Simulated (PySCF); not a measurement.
Exact simulation of a proton spin system

Molecule: phenylacetylene (C#Cc1ccccc1, C₈H₆).

Molfile (atoms numbered from 1):
```
C8H6
     RDKit          3D

 14 14  0  0  0  0  0  0  0  0999 V2000
    2.2166    1.8998    1.6801 C   0  0  0  0  0  0  0  0  0  0  0  0
    1.4179    1.2153    1.0752 C   0  0  0  0  0  0  0  0  0  0  0  0
    0.4771    0.4094    0.3619 C   0  0  0  0  0  0  0  0  0  0  0  0
   -0.0411    0.8411   -0.8712 C   0  0  0  0  0  0  0  0  0  0  0  0
   -0.9559    0.0534   -1.5619 C   0  0  0  0  0  0  0  0  0  0  0  0
   -1.3663   -1.1716   -1.0359 C   0  0  0  0  0  0  0  0  0  0  0  0
   -0.8576   -1.6083    0.1872 C   0  0  0  0  0  0  0  0  0  0  0  0
    0.0576   -0.8262    0.8839 C   0  0  0  0  0  0  0  0  0  0  0  0
    2.9238    2.5059    2.2152 H   0  0  0  0  0  0  0  0  0  0  0  0
    0.2839    1.8007   -1.2778 H   0  0  0  0  0  0  0  0  0  0  0  0
   -1.3525    0.3987   -2.5195 H   0  0  0  0  0  0  0  0  0  0  0  0
   -2.0853   -1.7879   -1.5808 H   0  0  0  0  0  0  0  0  0  0  0  0
   -1.1767   -2.5670    0.6026 H   0  0  0  0  0  0  0  0  0  0  0  0
    0.4594   -1.1628    1.8415 H   0  0  0  0  0  0  0  0  0  0  0  0
  1  2  3  0
  2  3  1  0
  3  4  2  0
  4  5  1  0
  5  6  2  0
  6  7  1  0
  7  8  2  0
  8  3  1  0
  1  9  1  0
  4 10  1  0
  5 11  1  0
  6 12  1  0
  7 13  1  0
  8 14  1  0
M  END
```

Method: shieldings: GIAO PBE0/pcSseg-1, PBE0-D3(BJ)/def2-SVP structure, couplings computed with B3LYP/pcJ-1 (without the spin–dipole term), in PySCF 2.14 (gas phase, non-relativistic, single conformer, one averaged value for each set of equivalent atoms).

Scale: TMS for ¹H (reference shieldings calculated alike).

Shifts (ppm): H10/H14 7.67, H11/H13 7.44, H12 7.42.
Couplings (Hz): H10–H11, H13–H14: 8.7; H10–H12, H12–H14: 0.9; H10–H13, H11–H14: 0.6; H10–H14: 1.5; H11–H12, H12–H13: 8.4; H11–H13: 1.0.

The 5-spin Hamiltonian (Zeeman plus full scalar coupling among like nuclei) was diagonalised exactly; lines are Lorentzian, 0.7 Hz wide, and the maxima above 3 % are listed with the tallest set to 100.

(1) Give the ¹H peak list of this spin system at 200 MHz.

(2) And at 800 MHz?

(3) Among coupled protons with different shifts, which pair is furthest from first order, and how does the field change that?

## Answers

(1) 
δ in ppm (height): 7.713 (3), 7.707 (9), 7.698 (34), 7.691 (19), 7.687 (21), 7.680 (34), 7.674 (37), 7.657 (50), 7.647 (51), 7.635 (7), 7.630 (8), 7.619 (5), 7.615 (3), 7.505 (4), 7.498 (3), 7.477 (7), 7.472 (21), 7.468 (14), 7.464 (12), 7.453 (49), 7.451 (57), 7.443 (54), 7.426 (81), 7.415 (100), 7.399 (11), 7.392 (5)

(2) 
| Hz | ppm | height |
| --- | --- | --- |
| 6141.2 | 7.676 | 86 |
| 6139.8 | 7.675 | 79 |
| 6139.0 | 7.674 | 55 |
| 6137.8 | 7.672 | 30 |
| 6134.1 | 7.668 | 35 |
| 6133.2 | 7.667 | 60 |
| 6132.2 | 7.665 | 98 |
| 6131.0 | 7.664 | 100 |
| 6129.0 | 7.661 | 14 |
| 5962.7 | 7.453 | 24 |
| 5961.1 | 7.451 | 19 |
| 5960.2 | 7.450 | 30 |
| 5959.0 | 7.449 | 16 |
| 5954.6 | 7.443 | 27 |
| 5953.7 | 7.442 | 67 |
| 5953.0 | 7.441 | 100 |
| 5951.7 | 7.440 | 49 |
| 5950.2 | 7.438 | 25 |
| 5946.3 | 7.433 | 49 |
| 5945.0 | 7.431 | 89 |
| 5944.4 | 7.430 | 77 |
| 5943.2 | 7.429 | 51 |
| 5941.8 | 7.427 | 82 |
| 5940.4 | 7.425 | 44 |
| 5936.9 | 7.421 | 19 |
| 5935.1 | 7.419 | 23 |
| 5934.5 | 7.418 | 25 |
| 5933.8 | 7.417 | 31 |
| 5930.0 | 7.412 | 7 |
| 5927.1 | 7.409 | 8 |
| 5925.9 | 7.407 | 12 |
| 5924.8 | 7.406 | 6 |

(3) H11 and H12: Δν/J is about 0.5 at 200 MHz (strongly coupled) and 1.9 at 800 MHz (strongly coupled). J in Hz doesn't depend on the field, while Δν in Hz grows in proportion to it. The system also holds chemically equivalent protons that couple differently to a partner (AA′BB′ or AA′XX′ type), and that part stays second order at any field.

Unscaled 3J(H,H) at this level run about 9 % above measured values.
